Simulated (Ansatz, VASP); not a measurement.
# Two plane-wave programs on S

```
S
1.0
     0.00000    2.82965    2.82965
     2.82965    0.00000    2.82965
     2.82965    2.82965    0.00000
S
2
Direct
  0.50000 0.50000 0.50000
  0.75000 0.75000 0.75000
```

Alike in both runs: functional PBEsol; k mesh 6 × 6 × 6; occupations gaussian, width 0.1 eV; no spin polarisation.

Ansatz relaxed the structure, and its values are those at the end. VASP's run is a single point on that final structure, the one shown.

|  | VASP | Ansatz |
| --- | --- | --- |
| version | VASP 6.6.1 | Ansatz 0.2.0 |
| potentials or method | VASP PAW PBE potentials, release 64 (S) | scalar-relativistic, plane waves, PAW |
| plane-wave cutoff (eV) | 520 | 420 |
| valence electrons in the cell | 12 | 12 |

VASP gave:

| Property | Result |
| --- | --- |
| gap on the k mesh at the Fermi level (eV) | none |
| pressure (GPa) | 0.1 |

Problem. Estimate Ansatz's values.

Solution. gap on the k mesh at the Fermi level (eV): none; pressure (GPa): 0.0.

A gap of «none» marks a metal or a gap that the smearing closes.

Caveats: the PAW data sets were made with another functional, which shifts forces and pressure a little (VASP).
